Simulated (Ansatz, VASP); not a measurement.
**Cross-check of B (ladder B chain) between VASP and Ansatz**

Wanted: the spread between two codes on one cell, functional and k mesh. The structure shown is the start of the Ansatz relaxation below; VASP solves that cell, so the two are compared at the walk's first step.

Main program and level: Ansatz 0.2.0; plane waves, with VASP 6.6.1 beside it; single point at PBE and single point at PBEsol.

### 1. Set-up

The cell holds 2 atoms: 2 B. Cell: a = 9.000 Å, b = 7.500 Å, c = 1.644 Å, α = 90.0°, β = 90.0°, γ = 90.0°. Vacuum lies along a and b. The structure's axis is c.

### 2. Ansatz: relaxation, PBE

Ansatz runs on its default PAW (the set named soft_2) files.

The two programs are compared at the cell with which this relaxation starts, whose forces are those of its first step.

input.yaml reads:

```yaml
crystal:
  lattice:
    - [9.0, 0.0, 0.0]
    - [0.0, 7.5, 0.0]
    - [0.0, 0.0, 1.64388]
  atoms:
    - { symbol: B, position: [0.421973333, 0.5, 0.0] }
    - { symbol: B, position: [0.578026667, 0.5, 0.5] }
kpoints:
  mp_grid: { grid: [1, 1, 49] }
scf:
  occupations: { method: fermi_dirac, width: 0.05 }
hamiltonian:
  xc: pbe
relax:
  cell: { fix: [a, b, alpha, beta, gamma] }
  max_steps: 60
```

Command:

```sh
$ ansatz run input.yaml --threads 4 --pin off --max-ram 8192MiB --backend cpu --events-out ev --progress --plain --runs-dir out
```

Numbers of over 12 decimals in the logs are rounded to 6 here.

The program printed:

```text
Engine: ansatz 0.2.0, aarch64-unknown-linux-gnu
Pseudopotentials: kind: paw
Pseudopotential: B, paw, valence charge 3, recommended cutoff 420 eV (normal), B.paw.azcp
Functional definition: PBE
  parameter kappa = 0.804
  parameter beta = 0.066725
  exchange = pbe_x(kappa = kappa, mu = beta*pi^2/3)
  correlation = pbe_c(beta = beta)
Crystal: 2 atoms, lattice volume = 110.962 Å³
Basis set: ecut = 420 eV, 2187 PW (Γ), exchange–correlation on 128×108×24 points (8 copies of the dense FFT grid, shifted against one another)
Bands: 7, of which v1, the nominal top of the filled ones, is band 3 counted from 1 (2 counted from 0)
Symmetry: 8 space group operations
Space group: Pmma (ITA 51), of the structure as read, at distance tolerance 4.8e-5 Å
k-points: 25 of 49
Non-local potential: B, projectors of the file, l = 0: 2, l = 1: 2, l = 2: 1
PAW form: soft (Blöchl's): semilocal exchange-correlation on the pseudo side does not see the compensation charge
PAW one-centre angular grid: B, 110 points (default); XC on 64 Gauss nodes
Initial density: superposition of atomic densities (neutral atoms: chi_scale 0, normalization atom), corrected by the library's trained network
Initial wavefunctions: pseudopotential atomic-orbital guess
Functional: x = pbe(κ = 0.804, μ = 0.219515), c = pbe(β = 0.066725)
SCF iter   1: F=—  HF=-310.432949 eV  |F-HF|=—  |Δ(HF+E_count)|=         —  Δρ=3.76e-3  dr2=1.43e-2  ethr=1.77e-3  ⟨swp⟩=5.4  Hψ=1503  notcnv=0
preconditioner: auto → LDOS  [insulator: Δε(μ)=0.455 eV  Ē_g=11.719 eV  σ=0.050 eV  W_gap=0.65  n_scr=16 (ndim 8)  ℏωp=8.6 eV  f_vac=0.666  D(μ)=0.58/eV (n_scr^D=4)  ε∞_Penn≈1.5  β→1.0]
SCF iter   2: F=—  HF=-310.439181 eV  |F-HF|=—  |Δ(HF+E_count)|=   6.23e-3  Δρ=9.39e-4  dr2=1.10e-3  ethr=2.39e-4  ⟨swp⟩=3.2  Hψ=543  notcnv=0  defer=8
SCF iter   3: F=—  HF=-310.439349 eV  |F-HF|=—  |Δ(HF+E_count)|=   1.68e-4  Δρ=2.40e-4  dr2=1.03e-4  ethr=1.83e-5  ⟨swp⟩=2.2  Hψ=284  notcnv=0  defer=8
SCF iter   4: F=—  HF=-310.439349 eV  |F-HF|=—  |Δ(HF+E_count)|=   5.46e-8  Δρ=3.73e-5  dr2=1.86e-6  ethr=1.71e-6  ⟨swp⟩=2.4  Hψ=271  notcnv=0  defer=8
SCF iter   5: F=—  HF=-310.439356 eV  |F-HF|=—  |Δ(HF+E_count)|=   6.73e-6  Δρ=5.80e-6  dr2=5.11e-8  ethr=3.11e-8  ⟨swp⟩=2.2  Hψ=231  notcnv=0  defer=8
SCF iter   6: F=-310.439356 eV  HF=-310.439356 eV  |F-HF|=1.28e-10  |Δ(HF+E_count)|=  8.77e-11  Δρ=4.79e-7  dr2=3.34e-10  ethr=8.51e-10  ⟨swp⟩=2.9  Hψ=602  notcnv=0
SCF 1 converged in 6 iterations: F = -310.439356 eV  dr2 = 3.34e-10
  greatest PAW one-centre occupation: 0.561 electrons in one spin orbital (limit 2), on the B atom at site 1 (counted from 0), in its partial waves of l = 0
relax step   1: F+E_penalty+E_count = -310.43935574 eV  Δ(F+E_penalty+E_count) = +0.000e0 eV  max|allowed force component| = 1.278e0 eV/Å  Δτ_max = 0.0000 Å  P = -0.031 GPa  Ω = 110.962 Å³  fix = [a, b, alpha, beta, gamma]  reactions: a +2.553, b +0.040 GPa  (6 SCF iters, dr2 threshold 1.00e-7 eV, accepted)
[...]
relax step   2: F+E_penalty+E_count = -310.48773838 eV  Δ(F+E_penalty+E_count) = -4.838e-2 eV  max|allowed force component| = 8.672e-1 eV/Å  Δτ_max = 0.0149 Å  P = +0.212 GPa  Ω = 109.649 Å³  energy of the carried Pulay correction = +3.989e-4 eV  fix = [a, b, alpha, beta, gamma]  reactions: a +1.779, b +0.044 GPa  (5 SCF iters, dr2 threshold 2.00e-7 eV, accepted)
[...]
relax step   3: F+E_penalty+E_count = -310.51546657 eV  Δ(F+E_penalty+E_count) = -2.773e-2 eV  max|allowed force component| = 5.694e-2 eV/Å  Δτ_max = 0.0303 Å  P = -0.004 GPa  Ω = 108.516 Å³  energy of the carried Pulay correction = +7.470e-4 eV  fix = [a, b, alpha, beta, gamma]  reactions: a -0.164, b +0.052 GPa  (5 SCF iters, dr2 threshold 2.00e-7 eV, accepted)
[...]
relax step   4: F+E_penalty+E_count = -310.51558900 eV  Δ(F+E_penalty+E_count) = -1.224e-4 eV  max|allowed force component| = 9.713e-3 eV/Å  Δτ_max = 0.0019 Å  P = -0.007 GPa  Ω = 108.603 Å³  energy of the carried Pulay correction = +7.201e-4 eV  fix = [a, b, alpha, beta, gamma]  reactions: a -0.059, b +0.051 GPa  (4 SCF iters, dr2 threshold 2.00e-7 eV, accepted)
[...]
relax step   5: F+E_penalty+E_count = -310.51492514 eV  Δ(F+E_penalty+E_count) = +6.639e-4 eV  max|allowed force component| = 9.568e-3 eV/Å  Δτ_max = 0.0000 Å  P = -0.017 GPa  Ω = 108.603 Å³  fix = [a, b, alpha, beta, gamma]  reactions: a -0.060, b +0.037 GPa  stress off target by 2.65e-2 GPa on what of the cell is left free  SCF on the basis re-selected at this cell (its energy is not comparable with the rows above)  (4 SCF iters)
basis re-selected at this cell: Δ(F+E_penalty+E_count) = +6.639e-4 eV, ΔP = -0.009 GPa vs the last step (what re-selecting the basis moved, of the pressure what is left beyond the Pulay correction that the steps carried, after the strain that the cell walked since its last selection, with what the two solves' SCF thresholds leave and, on support functions, any second-order correction that the steps lacked; it is no m [...]
SCF converged after 4 iterations
Free energy (F): -310.514925 eV
Harris-Foulkes:  -310.514925 eV  (|F-HF|=9.04e-12)
Internal energy: -310.511557 eV  (E = F + TS)
E sigma→0 (E₀):  -310.513241 eV
Entropy (-TS):   -0.003368 eV (-1.684 meV/atom)
Fermi energy:    -3.366828 eV
--- Per-component energies (eV) ---
  E_band       = -54.616251
  E_kinetic    = 94.320385
  E_local      = -537.452549  (includes V_loc(G=0)·N_el)
  E_nonlocal   = 24.672775
  E_hartree    = 221.336981
  E_xc         = -62.191283
  E_vxc        = -73.306342  (∫ρ·V_xc dr)
  E_paw        = -157.376254  (= ΣΔE_a)
  E_vpaw       = -5.524447  (= ΣTr[D̂ρ^β])
  E_aug_tail   = -0.000006  (compensation charges beyond the density's cutoff)
  E_ewald      = 106.178393
  E_smearing   = -0.003368  (= −TS)
  E_closure    = 0.000000  (closes the sum)
  Σ components = -310.514925   (vs F -310.514925, Δ=0.00e0)
--- Forces (eV/Å), atoms counted from 1 ---
  atom   1  B      0.00956765     0.00000000     0.00000000
  atom   2  B     -0.00956765     0.00000000     0.00000000
  max |Σ_I F_I| component: 1.73e-18 eV/Å
--- Stress (GPa, compression-positive) ---
       -0.059694       0.000000       0.000000
        0.000000       0.036633       0.000000
        0.000000       0.000000      -0.026503
  P = ⅓ Tr σ = -0.0165 GPa (-0.165 kbar)
--- Relaxed structure (4 steps of the walk, 4 accepted, 1 SCFs on fresh bases) ---
  F+E_penalty+E_count = -310.51492514 eV   max|allowed force component| = 9.568e-3 eV/Å   (the final SCF, on the basis selected at the relaxed cell)
  cell:  # Å, volume = 108.6026 Å³
    - [9.0, 0.0, 0.0]
    - [0.0, 7.5, 0.0]
    - [0.0, 0.0, 1.608927]
  atoms:
    - { symbol: B, position: [0.417167, 0.5, 0.0] }
    - { symbol: B, position: [0.582833, 0.5, 0.5] }
```

Reading the cycles: dr2 is the Hartree energy of the density residual (eV), the measure of convergence; HF is the Harris–Foulkes estimate of the energy, which meets the free energy F at convergence.

### 3. VASP: single point, PBE, start cell, pair 1

The same cell, functional, mesh and smearing now go to VASP, with its own data sets.

Lines of VASP's logs that name or quote its potential files are left out, and so is its time.

INCAR reads:

```
SYSTEM = B
PREC = Accurate
ENCUT = 420
EDIFF = 1E-06
NELM = 120
ISMEAR = -1
SIGMA = 0.05
LREAL = .FALSE.
ALGO = Normal
GGA = PE
NBANDS = 9
LORBIT = 11
LWAVE = .FALSE.
LCHARG = .FALSE.
ISIF = 2
LASPH = .TRUE.
GGA_COMPAT = .FALSE.
```

POSCAR reads:

```
B
1.0
    9.0000000000      0.0000000000      0.0000000000
    0.0000000000      7.5000000000      0.0000000000
    0.0000000000      0.0000000000      1.6438800000
B
2
Direct
    0.4219733333      0.5000000000      0.0000000000
    0.5780266667      0.5000000000      0.5000000000
```

KPOINTS reads:

```
Automatic mesh
0
Gamma
1 1 49
0 0 0
```

PAW data sets: B (PBE family, release 64).

Command:

```sh
$ mpirun -np 1 vasp_std
```

The program printed:

```text
[banner, memory and clock lines left out]
running    1 mpi-ranks, on    1 nodes
 distrk:  each k-point on    1 cores,    1 groups
 distr:  one band on    1 cores,    1 groups

 POSCAR found type information on POSCAR B
 POSCAR found :  1 types and       2 ions
 LDA part: xc-table for (Slater+PW92), standard interpolation
 POSCAR, INCAR and KPOINTS ok, starting setup
 FFT: planning ... GRIDC
 FFT: planning ... GRID_SOFT
 FFT: planning ... GRID
 WAVECAR not read
 entering main loop
       N       E                     dE             d eps       ncg     rms          rms(c)
DAV:   1     0.162168741679E+02    0.16217E+02   -0.24115E+03   474   0.401E+02
DAV:   2    -0.128486533398E+02   -0.29066E+02   -0.27076E+02   728   0.848E+01
DAV:   3    -0.138234915039E+02   -0.97484E+00   -0.97393E+00   615   0.189E+01
DAV:   4    -0.138279966827E+02   -0.45052E-02   -0.45049E-02   648   0.130E+00
DAV:   5    -0.138280064843E+02   -0.98015E-05   -0.98014E-05   618   0.591E-02    0.561E+00
DAV:   6    -0.124974915838E+02    0.13305E+01   -0.16701E+00   561   0.601E+00    0.302E+00
DAV:   7    -0.120296466888E+02    0.46784E+00   -0.16269E+00   558   0.590E+00    0.642E-01
DAV:   8    -0.120156395781E+02    0.14007E-01   -0.49832E-02   559   0.132E+00    0.187E-01
DAV:   9    -0.120136344138E+02    0.20052E-02   -0.11230E-02   594   0.468E-01    0.131E-01
DAV:  10    -0.120156957534E+02   -0.20613E-02   -0.85933E-04   460   0.203E-01    0.479E-02
DAV:  11    -0.120173257394E+02   -0.16300E-02   -0.62467E-04   474   0.118E-01    0.233E-02
DAV:  12    -0.120178598515E+02   -0.53411E-03   -0.21186E-04   521   0.690E-02    0.141E-02
DAV:  13    -0.120182054253E+02   -0.34557E-03   -0.77620E-05   491   0.433E-02    0.463E-03
DAV:  14    -0.120182910401E+02   -0.85615E-04   -0.12599E-05   520   0.159E-02    0.206E-03
DAV:  15    -0.120183328752E+02   -0.41835E-04   -0.14651E-05   502   0.115E-02    0.880E-04
DAV:  16    -0.120183362653E+02   -0.33901E-05   -0.65339E-07   485   0.254E-03    0.803E-04
DAV:  17    -0.120183369005E+02   -0.63520E-06   -0.33175E-07   486   0.251E-03
   1 F= -.12018337E+02 E0= -.12016083E+02  d E =-.450704E-02
```

Parts of OUTCAR (step 3):

```text
ion  position               nearest neighbor table
   1  0.422  0.500  0.000-   2 1.63   2 1.63
   2  0.578  0.500  0.500-   1 1.63   1 1.63

  LATTYP: Found a simple orthorhombic cell.
 ALAT       =     1.6438800000
 B/A-ratio  =     4.5623768158
 C/A-ratio  =     5.4748521790

 Subroutine GETGRP returns: Found  8 space group operations
 (whereof  4 operations were pure point group operations)

The static configuration has the point symmetry C_2v.
 The point group associated with its full space group is D_2h.

 Found     25 irreducible k-points:

   k-points           NKPTS =     25   k-points in BZ     NKDIM =     25   number of bands    NBANDS=      9

   dimension x,y,z NGX =    60 NGY =   50 NGZ =   12
   dimension x,y,z NGXF=   120 NGYF=  100 NGZF=   24

   ENCUT  =  420.0 eV  30.87 Ry    5.56 a.u.  15.04 12.53  2.75*2*pi/ulx,y,z

   NELECT =       6.0000    total number of electrons

 k-points in reciprocal lattice and weights: Automatic mesh
   0.00000000  0.00000000  0.00000000       0.020
   0.00000000  0.00000000  0.02040816       0.041
   0.00000000  0.00000000  0.04081633       0.041
   0.00000000  0.00000000  0.06122449       0.041
   0.00000000  0.00000000  0.08163265       0.041
   0.00000000  0.00000000  0.10204082       0.041
   0.00000000  0.00000000  0.12244898       0.041
   0.00000000  0.00000000  0.14285714       0.041
   0.00000000  0.00000000  0.16326531       0.041
[...]
0.00000000  0.00000000  0.46938776       0.041
   0.00000000  0.00000000  0.48979592       0.041

 average (electrostatic) potential at core
       1 -36.1074       2 -36.1074

 E-fermi :  -3.7691

 k-point     1 :       0.0000    0.0000    0.0000
  band No.  band energies     occupation
      1     -17.3659      2.00000
      2      -9.6266      2.00000
      3      -8.0416      2.00000
      4      -6.3285      2.00000
      5      -1.8737      0.00000
      6       0.5204      0.00000
      7       1.6532      0.00000
      8       2.1548      0.00000
      9       2.8632      0.00000

 k-point     2 :       0.0000    0.0000    0.0204
  band No.  band energies     occupation
      1     -17.3505      2.00000
      2      -9.6125      2.00000
      3      -8.0194      2.00000
      4      -6.3066      2.00000
      5      -1.8519      0.00000
      6       0.5427      0.00000
      7       1.6762      0.00000
      8       2.1750      0.00000
      9       2.8862      0.00000

 k-point     3 :       0.0000    0.0000    0.0408
  band No.  band energies     occupation
      1     -17.3046      2.00000
      2      -9.5703      2.00000
      3      -7.9527      2.00000
      4      -6.2410      2.00000
      5      -1.7868      0.00000
      6       0.6095      0.00000
      7       1.7453      0.00000
      8       2.2354      0.00000
      9       2.9553      0.00000

  Total        1.8147831      0.0180231     -1.8199824      0.0000000      0.0000000      0.0000000
  in kB       26.2036284      0.2602349    -26.2787000      0.0000000      0.0000000      0.0000000
  external PRESSURE =       0.0617211 kB  Pullay stress =       0.0000000 kB

  energy-cutoff  :      420.00
  volume of cell :      110.96
      direct lattice vectors                 reciprocal lattice vectors
     9.000000000  0.000000000  0.000000000     0.111111111  0.000000000  0.000000000
     0.000000000  7.500000000  0.000000000     0.000000000  0.133333333  0.000000000
     0.000000000  0.000000000  1.643880000     0.000000000  0.000000000  0.608316909

 POSITION                                       TOTAL-FORCE (eV/Angst)
 -----------------------------------------------------------------------------------
      3.79776      3.75000      0.00000        -1.313989      0.000000      0.000000
      5.20224      3.75000      0.82194         1.313989      0.000000      0.000000
 -----------------------------------------------------------------------------------
    total drift:                                0.000000      0.000000      0.000000

  FREE ENERGIE OF THE ION-ELECTRON SYSTEM (eV)
  ---------------------------------------------------
  free  energy   TOTEN  =       -12.0183369005 eV

  energy  without entropy=      -12.0138298566  energy(sigma->0) =      -12.01608338

 total charge
# of ion       s       p       d       tot
------------------------------------------
    1        0.731   1.312   0.000   2.043
    2        0.731   1.312   0.000   2.043
--------------------------------------------------
tot          1.462   2.623   0.000   4.085

[... 3 further parts left out ...]
```

### 4. Differences

Forces (eV/Å; atoms numbered as in POSCAR):

| atom | Ansatz x, y, z | VASP x, y, z |
| --- | --- | --- |
| B1 | -1.278, 0.000, 0.000 | -1.314, 0.000, 0.000 |
| B2 | 1.278, 0.000, 0.000 | 1.314, 0.000, 0.000 |

The forces differ by 21 meV/Å r.m.s., which is 2.7 % of the r.m.s. force of 0.759 eV/Å (both taken over all components).

### 5. Other set-ups

Further runs change the set-up of one program: Ansatz's method, potentials or start, or VASP's data sets, cutoff or form of LDA. The table gives that difference for each run.

| run | r.m.s. force difference (meV/Å) |
| --- | --- |
| as above | 21 |
| VASP with a cutoff of 500 eV (perhaps on Ansatz's relaxed cell) | 12 |

### 6. Ansatz: relaxation, PBEsol

The two programs are compared at the cell with which this relaxation starts, whose forces are those of its first step.

The structure compared here is the start of the Ansatz relaxation; VASP solves that cell, so the two are compared at the walk's first step.

input.yaml, the sections that differ from step 2:

```yaml
crystal:
  lattice:
    - [9.0, 0.0, 0.0]
    - [0.0, 7.5, 0.0]
    - [0.0, 0.0, 1.64388]
  atoms:
    - { symbol: B, position: [0.421973333, 0.5, 0.0], spin: 0.3 }
    - { symbol: B, position: [0.578026667, 0.5, 0.5], spin: 0.3 }
magnetization:
  spin_polarized: true
hamiltonian:
  xc: pbesol
# kpoints, scf, relax: as in step 2
```

Command:

```sh
$ ansatz run input.yaml --threads 4 --pin off --max-ram 8192MiB --backend cpu --events-out ev --progress --plain --runs-dir out
```

The program printed:

```text
[...]
Crystal: 2 atoms, lattice volume = 110.962 Å³
Basis set: ecut = 420 eV, 2187 PW (Γ), exchange–correlation on 128×108×24 points (8 copies of the dense FFT grid, shifted against one another)
Bands: 8, of which v1, the nominal top of the filled ones, is band 3 counted from 1 (2 counted from 0)
Symmetry: 8 space group operations
[...]
0.000000       0.034581       0.000000
        0.000000       0.000000      -0.034838
  P = ⅓ Tr σ = -0.0173 GPa (-0.173 kbar)
--- Relaxed structure (4 steps of the walk, 4 accepted, 1 SCFs on fresh bases) ---
[...]
cell:  # Å, volume = 108.5576 Å³
    - [9.0, 0.0, 0.0]
    - [0.0, 7.5, 0.0]
    - [0.0, 0.0, 1.608261]
  atoms:
    - { symbol: B, position: [0.417531, 0.5, 0.0] }
    - { symbol: B, position: [0.582469, 0.5, 0.5] }
[key lines of the parts left out:]
SCF converged after 4 iterations
Magnetization: -0.0000 μB (3.0000 up, 3.0000 down)
Free energy (F): -303.739423 eV
Fermi energy:    -3.386851 eV
```

### 7. VASP: single point, PBEsol, start cell

The same cell, functional, mesh and smearing now go to VASP, with its own data sets.

Changes to INCAR since step 3:

```diff
@@ -4,3 +4,3 @@
 EDIFF = 1E-06
-NELM = 120
+NELM = 200
 ISMEAR = -1
@@ -9,4 +9,6 @@
 ALGO = Normal
-GGA = PE
-NBANDS = 9
+GGA = PS
+NBANDS = 10
+ISPIN = 2
+MAGMOM = -0 -0
 LORBIT = 11
```

POSCAR is that of step 3.

KPOINTS is that of step 3.

Command:

```sh
$ mpirun -np 1 vasp_std
```

The program printed:

```text
[banner, memory and clock lines left out]
running    1 mpi-ranks, on    1 nodes
[...]
|                                                                             |
|               ----> ADVICE to this user running VASP <----                  |
|                                                                             |
|     You enforced a specific xc type in the INCAR file but a different       |
|     [... a line on the potential file left out ...]
|     I HOPE YOU KNOW WHAT YOU ARE DOING!                                     |
|                                                                             |

 LDA part: xc-table for (Slater+PW92), standard interpolation
 POSCAR, INCAR and KPOINTS ok, starting setup
[...]
entering main loop
       N       E                     dE             d eps       ncg     rms          rms(c)
DAV:   1     0.178912510141E+02    0.17891E+02   -0.23682E+03  1016   0.361E+02
DAV:   2    -0.131148301098E+02   -0.31006E+02   -0.28396E+02  1502   0.800E+01
DAV:   3    -0.141784847484E+02   -0.10637E+01   -0.10419E+01  1330   0.180E+01
DAV:   4    -0.141853189429E+02   -0.68342E-02   -0.68307E-02  1458   0.153E+00
[...]
DAV:  17    -0.124080816065E+02   -0.20623E-05   -0.10220E-06  1140   0.389E-03    0.537E-04
DAV:  18    -0.124080828123E+02   -0.12059E-05   -0.23538E-07  1008   0.248E-03    0.468E-04
DAV:  19    -0.124080836934E+02   -0.88103E-06   -0.23972E-07  1062   0.217E-03
   1 F= -.12408084E+02 E0= -.12405959E+02  d E =-.425003E-02  mag=    -0.0000
```

From OUTCAR (step 7):

```text
  Total        1.6977945      0.0185267     -1.8638934      0.0000000      0.0000000      0.0000000
  in kB       24.5144312      0.2675073    -26.9127310      0.0000000      0.0000000      0.0000000
  external PRESSURE =      -0.7102642 kB  Pullay stress =       0.0000000 kB

 POSITION                                       TOTAL-FORCE (eV/Angst)
 -----------------------------------------------------------------------------------
      3.79776      3.75000      0.00000        -1.228831      0.000000      0.000000
      5.20224      3.75000      0.82194         1.228831      0.000000      0.000000
 -----------------------------------------------------------------------------------
    total drift:                                0.000000      0.000000      0.000000

  FREE ENERGIE OF THE ION-ELECTRON SYSTEM (eV)
  ---------------------------------------------------
  free  energy   TOTEN  =       -12.4080836934 eV

  energy  without entropy=      -12.4038336653  energy(sigma->0) =      -12.40595868

 magnetization (x)
# of ion       s       p       d       tot
------------------------------------------
    1        0.000   0.000   0.000   0.000
    2        0.000   0.000   0.000   0.000
--------------------------------------------------
tot          0.000   0.000   0.000   0.000

[... 1 part as in an earlier step ...]

[... 2 further parts left out ...]
[key lines of the parts left out:]
E-fermi :  -3.8152
```

[end of part 1 of 2]

[Lines on the potential files, build, host, timing and source positions are cut from VASP's logs without a mark.]

[Logs are printed without paths, hosts, clocks, repeated set-up lines and the standing remarks that a program may print on its own settings, such as how far it seeks lower states.]

[Hosts, paths, dates, database ids (printed as entryN), source tags and the programs' standing remarks are cut or masked in the printed files.]

[Rows of further runs with another cutoff or data set may stand on the cell that Ansatz relaxed, not on the start cell of the pair above them.]
